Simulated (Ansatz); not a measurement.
**Al (bcc)**

The computed numbers are results of PBE, scalar-relativistic (no spin polarisation) in the plane-wave PAW code Ansatz at 420 eV, Γ-centred 18×18×18 mesh, 0.05 eV Gaussian smearing; PAW files: Ansatz's generated set soft_2.

```cif
data_structure
_symmetry_space_group_name_H-M 'Im-3m'
_symmetry_Int_Tables_number 229
_cell_length_a 3.2360
_cell_length_b 3.2360
_cell_length_c 3.2360
_cell_angle_alpha 90.000
_cell_angle_beta 90.000
_cell_angle_gamma 90.000
_cell_volume 33.89
loop_
_atom_site_label
_atom_site_type_symbol
_atom_site_symmetry_multiplicity
_atom_site_Wyckoff_symbol
_atom_site_fract_x
_atom_site_fract_y
_atom_site_fract_z
_atom_site_occupancy
Al1 Al 2 a 0.00000 0.00000 0.00000 1
```

At room temperature and ambient pressure Al is fcc.

Q: Which orbitals carry the states at the Fermi level, and how many states are there?

A: Within 0.1 eV of it: Al 3p 68 %, Al 3s 32 % (shares among the projected shells). The density of states at the Fermi level is about 0.43 states/eV per cell, averaged over 0.3 eV.

Density of states (tetrahedra, averaged over 0.5 eV; states/eV per cell of 1 atom; energy in eV from the Fermi level):

| E (eV) | DOS |
| --- | --- |
| -7.60 | 0.22 |
| -7.10 | 0.24 |
| -6.60 | 0.26 |
| -6.10 | 0.27 |
| -5.60 | 0.29 |
| -5.10 | 0.30 |
| -4.60 | 0.33 |
| -4.10 | 0.34 |
| -3.60 | 0.32 |
| -3.10 | 0.35 |
| -2.60 | 0.36 |
| -2.10 | 0.37 |
| -1.60 | 0.40 |
| -1.10 | 0.39 |
| -0.60 | 0.41 |
| -0.10 | 0.42 |
| 0.40 | 0.43 |
| 0.90 | 0.45 |
| 1.40 | 0.47 |
| 1.90 | 0.51 |
| 2.40 | 0.49 |
| 2.90 | 0.48 |
| 3.40 | 0.47 |
| 3.90 | 0.48 |
| 4.40 | 0.49 |
| 4.90 | 0.49 |
| 5.40 | 0.51 |
| 5.90 | 0.52 |

With 3 valence electrons in the calculation's cell and no magnetic order, the bands, two electrons each, can't all be full or empty: band theory demands a metal.
